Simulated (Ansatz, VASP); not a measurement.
# One calculation of GaAs, two programs

```
CELL_PARAMETERS angstrom
0.00000 2.83309 2.83309
2.83309 0.00000 2.83309
2.83309 2.83309 0.00000
ATOMIC_POSITIONS crystal
Ga 0.00000 0.00000 0.00000
As 0.25000 0.25000 0.25000
```

The cell was built by a generator and needn't be a form met in nature.

Alike in both runs: task single point; functional PBE; k mesh 8 × 8 × 8; occupations fermi-dirac, width 0.02 eV; no spin polarisation.

```csv
,VASP,Ansatz
version,VASP 6.6.1,Ansatz 0.2.0
potentials or method,"VASP PAW PBE potentials, release 64 (Ga_d, As)","plane waves, PAW"
plane-wave cutoff (eV),520,420
valence electrons in the cell,18,28
```

```tsv
	VASP	Ansatz	Ansatz less VASP
pressure (GPa)	2.9	2.8	-0.17
```

The two sets of potentials don't hold the same shells in valence.
